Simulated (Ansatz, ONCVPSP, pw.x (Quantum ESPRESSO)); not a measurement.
**In (fcc): variants of one ONCV potential in the solid**

In, optimised norm-conserving Vanderbilt (ONCV), made with ONCVPSP 4.0.1.1 (patched build) (PBEsol, scalar-relativistic). Core [Kr] 4d10, reference 5s2 5p1. Waves: 5s: rc 2.25 bohr, ncon 3, nbas 8, qcut 3.3 1/bohr, 2 projectors, debl 3.1 Ha; 5p: rc 2.10 bohr, ncon 5, nbas 9, qcut 3.6 1/bohr, 2 projectors, debl 3.9 Ha. Local part: polynomial inside 1.35 bohr (lpopt 3, dvloc0 0 Ha). Core correction: Teter function, fcfact 5.25, rcfact 1.5.

Crystal test: fcc In in pw.x 7.5, no spin, 12³ k-points, Fermi–Dirac smearing 0.01 Ry, cutoffs set for each file from its atomic test. The reference is all-electron LAPW (Ansatz 0.2.0) with the same functional, mesh and smearing; V0 and B0 come from Birch–Murnaghan fits to the pressures at five volumes. Errors are pseudo minus all-electron; Δ is the rms difference of the E(V) curves that follow from these fits, minima aligned, over ±6 % about the mean V0. Mesh and smearing are coarse, so the numbers serve the comparison and aren't converged zero-temperature values; the lattice is a test structure that the element need not adopt.

All-electron: a0 = 4.676 Å (V0 = 25.56 Å³/atom), B0 = 44.4 GPa.

Base: This is a poor potential for the solid. The generator flags a localised state at positive energy (s at 20 eV). The pseudo pressure rises with volume over the whole range, a mechanical instability.

2 further variants are left out: they gave no file fit for a test, a broken result, the same result as the base, or pressures whose basis-set error rivals the error shown.

A dash in a converged row means that the minimum lies outside the volumes sampled.

| change | cutoffs (Ry) | pw.x | mean pressure error (GPa) |
| --- | --- | --- | --- |
| base | 120/480 | converged | -35.25 |
| p: rc 2.84 | 50/200 | converged | -35.31 |
| core correction Teter function, fcfact 5.25, rcfact 1.9 | 120/480 | converged | -11.82 |

(1) Give the row for: local potential polynomial inside 1.50 bohr (lpopt 5, dvloc0 1 Ha).

## Answers

(1) pw.x: converged; mean pressure error (GPa): -27.49.
